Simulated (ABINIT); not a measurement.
The system is Mo.

```
Mo
1.0
    -1.58381    1.58381    1.58381
     1.58381   -1.58381    1.58381
     1.58381    1.58381   -1.58381
Mo
1
Direct
  0.00000 0.00000 0.00000
```

| Quantity | Value |
| --- | --- |
| Program | ABINIT 10.8.3 (patched build) |
| Task | single point |
| Functional | PBE |
| Potentials or basis | JTH PAW PBE v2.0 |
| Cutoff | 408 eV |
| k mesh | 12 × 12 × 12 |
| Occupations | fermi-dirac, width 0.05 eV |
| Spin | no spin polarisation |

On this cell: pressure -1.7 GPa; band gap on the k mesh none (metal or under the smearing width).

The same run follows on a disturbed copy (cell strained at random at fixed volume):

```
Mo
1.0
    -1.59439    1.59130    1.58454
     1.61239   -1.54306    1.55430
     1.60659    1.55526   -1.53630
Mo
1
Direct
  0.99511 0.97150 0.97202
```

Problem. What changes?

Solution. The energy (extrapolated to zero smearing) moves by +12.6 meV/atom; pressure -1.4 GPa; band gap on the k mesh none (metal or under the smearing width).

Stress tensor (GPa, compression positive):
```
-6.64 -0.84 -1.28
-0.84  0.80 -3.24
-1.28 -3.24  1.69
```
